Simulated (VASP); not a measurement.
All values below come from LDA (Ceperley-Alder, Perdew-Zunger), VASP's LDA PAW potentials (set 64) (plane waves; VASP).

VASP ran on this input.

**INCAR**
```
# general
SYSTEM  =SrF2
PREC    =Accurate
ENCUT   =520
LREAL   =.FALSE.
LASPH   =.TRUE.

# electronic loop
EDIFF   =1E-8
NELM    =100
ALGO    =Normal
LMAXMIX =4

# smearing
ISMEAR  =0
SIGMA   =0.01

# ions
IBRION  =8
NSW     =1

# output
LWAVE   =.FALSE.
LCHARG  =.FALSE.

# other
LEPSILON=.TRUE.
```

File KPOINTS:
```
Automatic mesh
0
Gamma
7 7 7
```

### POSCAR
```
SrF2
1
    0.0000000000     2.8384992746     2.8384992746
    2.8384992746     0.0000000000     2.8384992746
    2.8384992746     2.8384992746     0.0000000000
Sr F
1 2
Direct
  0.0000000000   0.0000000000   0.0000000000
  0.2500000000   0.2500000000   0.2500000000
  0.7500000000   0.7500000000   0.7500000000
```

POTCAR, in this order: Sr_sv F (LDA.64 set). Program: vasp_std.

Output of the run:

### OSZICAR
```
...
RMM:   8    -0.192401045951E+00   -0.13498E-06    0.64308E-08  1048   0.174E-03
RMM:   9    -0.192401065488E+00   -0.19537E-07   -0.11825E-06  1026   0.766E-04
RMM:  10    -0.192401068982E+00   -0.34938E-08   -0.33252E-08   965   0.310E-04
 Linear response to external field, progress :
  Direction:   1
       N       E                     dE             d eps       ncg     rms          rms(c)
RMM:   1    -0.181427824760E+00   -0.18143E+00   -0.35464E-01  2534   0.281E+00
RMM:   2    -0.183351428299E+00   -0.19236E-02   -0.25692E-02  2510   0.669E-01    0.976E-01
RMM:   3    -0.172737913987E+00    0.10614E-01   -0.12352E-02  2173   0.808E-01    0.605E-01
RMM:   4    -0.175139276406E+00   -0.24014E-02   -0.83539E-03  2230   0.680E-01    0.248E-01
RMM:   5    -0.177835992195E+00   -0.26967E-02   -0.15434E-03  2596   0.244E-01    0.271E-02
RMM:   6    -0.178134770142E+00   -0.29878E-03   -0.29350E-04  2849   0.742E-02    0.243E-02
RMM:   7    -0.178411971911E+00   -0.27720E-03   -0.18868E-05  2649   0.303E-02    0.105E-02
RMM:   8    -0.178419759225E+00   -0.77873E-05   -0.96435E-06  2736   0.135E-02    0.110E-03
RMM:   9    -0.178417554505E+00    0.22047E-05   -0.20929E-06  2980   0.503E-03    0.427E-04
RMM:  10    -0.178419589160E+00   -0.20347E-05   -0.80348E-07  2864   0.199E-03    0.362E-04
RMM:  11    -0.178420375631E+00   -0.78647E-06    0.48780E-07  2765   0.830E-04    0.163E-04
RMM:  12    -0.178421213380E+00   -0.83775E-06    0.64296E-08  2539   0.359E-04    0.319E-05
RMM:  13    -0.178421208937E+00    0.44430E-08    0.82276E-08  2054   0.156E-04    0.137E-05
 Linear response to external field, progress :
  Direction:   2
       N       E                     dE             d eps       ncg     rms          rms(c)
RMM:   1    -0.181357332772E+00   -0.18136E+00   -0.35393E-01  2543   0.282E+00
RMM:   2    -0.183366479521E+00   -0.20091E-02   -0.25701E-02  2528   0.677E-01    0.976E-01
RMM:   3    -0.172717664160E+00    0.10649E-01   -0.12328E-02  2183   0.809E-01    0.605E-01
RMM:   4    -0.175133570587E+00   -0.24159E-02   -0.83808E-03  2239   0.681E-01    0.248E-01
RMM:   5    -0.177827477864E+00   -0.26939E-02   -0.15641E-03  2617   0.245E-01    0.273E-02
RMM:   6    -0.178131296587E+00   -0.30382E-03   -0.29912E-04  2865   0.754E-02    0.246E-02
RMM:   7    -0.178406608263E+00   -0.27531E-03   -0.25087E-05  2664   0.308E-02    0.106E-02
RMM:   8    -0.178419985665E+00   -0.13377E-04   -0.14689E-05  2764   0.138E-02    0.113E-03
RMM:   9    -0.178417475854E+00    0.25098E-05   -0.10169E-06  3016   0.516E-03    0.452E-04
RMM:  10    -0.178419522808E+00   -0.20470E-05   -0.16827E-06  2875   0.201E-03    0.367E-04
RMM:  11    -0.178420265402E+00   -0.74259E-06    0.24665E-07  2810   0.852E-04    0.176E-04
RMM:  12    -0.178421234463E+00   -0.96906E-06   -0.29889E-07  2596   0.368E-04    0.470E-05
RMM:  13    -0.178421173076E+00    0.61387E-07    0.31073E-08  2115   0.158E-04    0.136E-05
RMM:  14    -0.178421059149E+00    0.11393E-06   -0.63664E-08  1740   0.852E-05    0.903E-06
 Linear response to external field, progress :
  Direction:   3
       N       E                     dE             d eps       ncg     rms          rms(c)
RMM:   1    -0.181360332209E+00   -0.18136E+00   -0.35396E-01  2539   0.282E+00
RMM:   2    -0.183366536267E+00   -0.20062E-02   -0.25711E-02  2525   0.677E-01    0.976E-01
RMM:   3    -0.172717457833E+00    0.10649E-01   -0.12328E-02  2181   0.809E-01    0.605E-01
RMM:   4    -0.175133283465E+00   -0.24158E-02   -0.83781E-03  2238   0.681E-01    0.248E-01
RMM:   5    -0.177826645896E+00   -0.26934E-02   -0.15647E-03  2613   0.245E-01    0.273E-02
RMM:   6    -0.178131798776E+00   -0.30515E-03   -0.29917E-04  2864   0.754E-02    0.246E-02
RMM:   7    -0.178407767248E+00   -0.27597E-03   -0.25604E-05  2663   0.308E-02    0.105E-02
RMM:   8    -0.178419830946E+00   -0.12064E-04   -0.70782E-06  2766   0.138E-02    0.111E-03
RMM:   9    -0.178417414185E+00    0.24168E-05    0.62278E-07  3011   0.514E-03    0.430E-04
RMM:  10    -0.178419556093E+00   -0.21419E-05    0.66740E-07  2882   0.201E-03    0.362E-04
RMM:  11    -0.178420266979E+00   -0.71089E-06   -0.37479E-07  2805   0.847E-04    0.174E-04
RMM:  12    -0.178421248055E+00   -0.98108E-06   -0.20152E-07  2592   0.364E-04    0.476E-05
RMM:  13    -0.178421181537E+00    0.66518E-07   -0.76741E-08  2108   0.158E-04    0.145E-05
RMM:  14    -0.178421063596E+00    0.11794E-06   -0.16965E-08  1715   0.853E-05    0.820E-06
 Linear response DOF=           2
 Linear response progress:
  Degree of freedom:   1/  2
       N       E                     dE             d eps       ncg     rms          rms(c)
RMM:   1    -0.277242850917E+00   -0.27724E+00    0.34927E-01  2192   0.356E+00
RMM:   2    -0.280952550158E+00   -0.37097E-02   -0.30398E-02  2252   0.789E-01    0.556E-01
RMM:   3    -0.281497907126E+00   -0.54536E-03   -0.30910E-03  2531   0.296E-01    0.355E-01
RMM:   4    -0.281436017580E+00    0.61890E-04   -0.63995E-04  2348   0.164E-01    0.445E-02
RMM:   5    -0.281683404825E+00   -0.24739E-03   -0.11704E-04  2665   0.524E-02    0.181E-02
RMM:   6    -0.281722787636E+00   -0.39383E-04   -0.13845E-05  2800   0.188E-02    0.871E-03
RMM:   7    -0.281688372805E+00    0.34415E-04   -0.24102E-06  2689   0.764E-03    0.247E-03
RMM:   8    -0.281691850623E+00   -0.34778E-05    0.16913E-06  2744   0.330E-03    0.626E-04
RMM:   9    -0.281687784442E+00    0.40662E-05    0.36349E-06  3008   0.136E-03    0.334E-04
RMM:  10    -0.281686912734E+00    0.87171E-06    0.92906E-07  2849   0.573E-04    0.716E-05
RMM:  11    -0.281687655451E+00   -0.74272E-06    0.85583E-07  2922   0.233E-04    0.581E-05
RMM:  12    -0.281687052144E+00    0.60331E-06   -0.30585E-07  2884   0.107E-04    0.717E-06
RMM:  13    -0.281687085950E+00   -0.33806E-07   -0.39041E-07  2964   0.446E-05    0.133E-05
RMM:  14    -0.281687011477E+00    0.74473E-07    0.31085E-08  2781   0.192E-05    0.537E-06
RMM:  15    -0.281686962341E+00    0.49136E-07    0.71766E-09  2714   0.947E-06    0.288E-07
RMM:  16    -0.281686967144E+00   -0.48027E-08   -0.57645E-09  2124   0.439E-06    0.484E-07
 Linear response progress:
  Degree of freedom:   2/  2
       N       E                     dE             d eps       ncg     rms          rms(c)
RMM:   1    -0.530753943716E+00   -0.53075E+00    0.54766E-01  3991   0.498E+00
RMM:   2    -0.523956478196E+00    0.67975E-02   -0.10792E-02  3190   0.813E-01    0.343E-01
RMM:   3    -0.525293327468E+00   -0.13368E-02   -0.17789E-03  4051   0.220E-01    0.221E-01
RMM:   4    -0.527192445599E+00   -0.18991E-02   -0.52601E-04  3630   0.160E-01    0.120E-02
RMM:   5    -0.526986539854E+00    0.20591E-03   -0.22712E-04  4727   0.536E-02    0.129E-02
RMM:   6    -0.526982127735E+00    0.44121E-05   -0.30449E-05  4939   0.203E-02    0.832E-03
RMM:   7    -0.526976385838E+00    0.57419E-05   -0.31250E-06  4649   0.767E-03    0.212E-03
RMM:   8    -0.526978973831E+00   -0.25880E-05    0.24015E-07  4974   0.340E-03    0.571E-04
RMM:   9    -0.526979795553E+00   -0.82172E-06   -0.13087E-07  5313   0.136E-03    0.382E-04
RMM:  10    -0.526980115548E+00   -0.31999E-06    0.37529E-07  4752   0.657E-04    0.166E-04
RMM:  11    -0.526980068134E+00    0.47414E-07   -0.18586E-08  5117   0.316E-04    0.265E-05
RMM:  12    -0.526980015963E+00    0.52171E-07    0.75590E-08  5371   0.135E-04    0.240E-05
RMM:  13    -0.526980007303E+00    0.86598E-08   -0.47852E-09  5313   0.553E-05    0.114E-05
 Linear response finished
```

File OUTCAR:
```
------------------------ aborting loop because EDIFF is reached ----------------------------------------

 HEAD OF MICROSCOPIC STATIC DIELECTRIC TENSOR (INDEPENDENT PARTICLE, excluding Hartree and local field effects)
 ------------------------------------------------------
           2.466955    -0.000000     0.000000
           0.000000     2.466955     0.000000
           0.000000     0.000000     2.466955
 ------------------------------------------------------

 MACROSCOPIC STATIC DIELECTRIC TENSOR (including local field effects in DFT)
 ------------------------------------------------------
           2.327158     0.000000     0.000000
          -0.000000     2.327158    -0.000000
          -0.000000     0.000000     2.327158
 ------------------------------------------------------

 PIEZOELECTRIC TENSOR (including local field effects)  for field in x, y, z        (e  Angst)
          XX          YY          ZZ          XY          YZ          ZX
  --------------------------------------------------------------------------------
  x     0.00000     0.00000     0.00000     0.00000     0.00000     0.00000
  y     0.00000     0.00000     0.00000     0.00000     0.00000     0.00000
  z     0.00000     0.00000     0.00000     0.00000     0.00000     0.00000

 PIEZOELECTRIC TENSOR (including local field effects)  for field in x, y, z        (C/m^2)
          XX          YY          ZZ          XY          YZ          ZX
  --------------------------------------------------------------------------------
  x     0.00000     0.00000     0.00000     0.00000     0.00000     0.00000
  y     0.00000     0.00000     0.00000     0.00000     0.00000     0.00000
  z     0.00000     0.00000     0.00000     0.00000     0.00000     0.00000

 BORN EFFECTIVE CHARGES (including local field effects) (in |e|, cummulative output)
 ---------------------------------------------------------------------------------
 ion    1
    1     2.42478     0.00000     0.00000
    2     0.00000     2.42478     0.00000
    3     0.00000     0.00000     2.42478
 ion    2
    1    -1.21239     0.00000     0.00000
    2     0.00000    -1.21239     0.00000
    3     0.00000     0.00000    -1.21239
 ion    3
    1    -1.21239     0.00000     0.00000
    2     0.00000    -1.21239     0.00000
    3     0.00000     0.00000    -1.21239

   1 f  =    9.121063 THz    57.309327 2PiTHz  304.245903 cm-1    37.721667 meV
             X         Y         Z           dx          dy          dz
      0.000000  0.000000  0.000000     0.000000   -0.000000    0.000000
      1.419250  1.419250  1.419250    -0.609134    0.359104    0.000000
      4.257749  4.257749  4.257749     0.609134   -0.359104    0.000000

   2 f  =    9.121063 THz    57.309327 2PiTHz  304.245903 cm-1    37.721667 meV
             X         Y         Z           dx          dy          dz
      0.000000  0.000000  0.000000     0.000000   -0.000000   -0.000000
      1.419250  1.419250  1.419250     0.359104    0.609134   -0.000000
      4.257749  4.257749  4.257749    -0.359104   -0.609134    0.000000

   3 f  =    9.121063 THz    57.309327 2PiTHz  304.245903 cm-1    37.721667 meV
             X         Y         Z           dx          dy          dz
      0.000000  0.000000  0.000000    -0.000000   -0.000000    0.000000
      1.419250  1.419250  1.419250    -0.000000   -0.000000   -0.707107
      4.257749  4.257749  4.257749     0.000000    0.000000    0.707107

   4 f  =    7.214966 THz    45.332969 2PiTHz  240.665364 cm-1    29.838689 meV
             X         Y         Z           dx          dy          dz
      0.000000  0.000000  0.000000    -0.130424    0.531738   -0.004417
      1.419250  1.419250  1.419250     0.140949   -0.574650    0.004774
      4.257749  4.257749  4.257749     0.140949   -0.574650    0.004774

   5 f  =    7.214966 THz    45.332969 2PiTHz  240.665364 cm-1    29.838689 meV
             X         Y         Z           dx          dy          dz
      0.000000  0.000000  0.000000     0.511582    0.124230   -0.150421
      1.419250  1.419250  1.419250    -0.552867   -0.134256    0.162560
      4.257749  4.257749  4.257749    -0.552867   -0.134256    0.162560

   6 f  =    7.214966 THz    45.332969 2PiTHz  240.665364 cm-1    29.838689 meV
             X         Y         Z           dx          dy          dz
      0.000000  0.000000  0.000000     0.145084    0.039959    0.526431
      1.419250  1.419250  1.419250    -0.156792   -0.043184   -0.568914
      4.257749  4.257749  4.257749    -0.156792   -0.043184   -0.568914

   7 f/i=    0.021247 THz     0.133500 2PiTHz    0.708732 cm-1     0.087872 meV
             X         Y         Z           dx          dy          dz
      0.000000  0.000000  0.000000    -0.126655    0.826789   -0.024557
      1.419250  1.419250  1.419250    -0.058598    0.382524   -0.011362
      4.257749  4.257749  4.257749    -0.058598    0.382524   -0.011362

   8 f/i=    0.021247 THz     0.133500 2PiTHz    0.708732 cm-1     0.087872 meV
             X         Y         Z           dx          dy          dz
      0.000000  0.000000  0.000000    -0.317772   -0.071573   -0.770793
      1.419250  1.419250  1.419250    -0.147021   -0.033114   -0.356617
      4.257749  4.257749  4.257749    -0.147021   -0.033114   -0.356617

   9 f/i=    0.021247 THz     0.133500 2PiTHz    0.708732 cm-1     0.087872 meV
             X         Y         Z           dx          dy          dz
      0.000000  0.000000  0.000000    -0.763678   -0.107340    0.324806
      1.419250  1.419250  1.419250    -0.353325   -0.049662    0.150276
      4.257749  4.257749  4.257749    -0.353325   -0.049662    0.150276

 MACROSCOPIC STATIC DIELECTRIC TENSOR IONIC CONTRIBUTION
 ------------------------------------------------------
           4.139792     0.000000     0.000000
           0.000000     4.139792     0.000000
           0.000000     0.000000     4.139792
 ------------------------------------------------------

 ELASTIC MODULI CONTR FROM IONIC RELAXATION (kBar)
 Direction    XX          YY          ZZ          XY          YZ          ZX
 --------------------------------------------------------------------------------
 XX           0.0000      0.0000      0.0000      0.0000      0.0000      0.0000
...
```
(Selected blocks of OUTCAR.)

The compound is SrF2 in the fluorite structure. It was relaxed first, which changed the volume by -6 %.
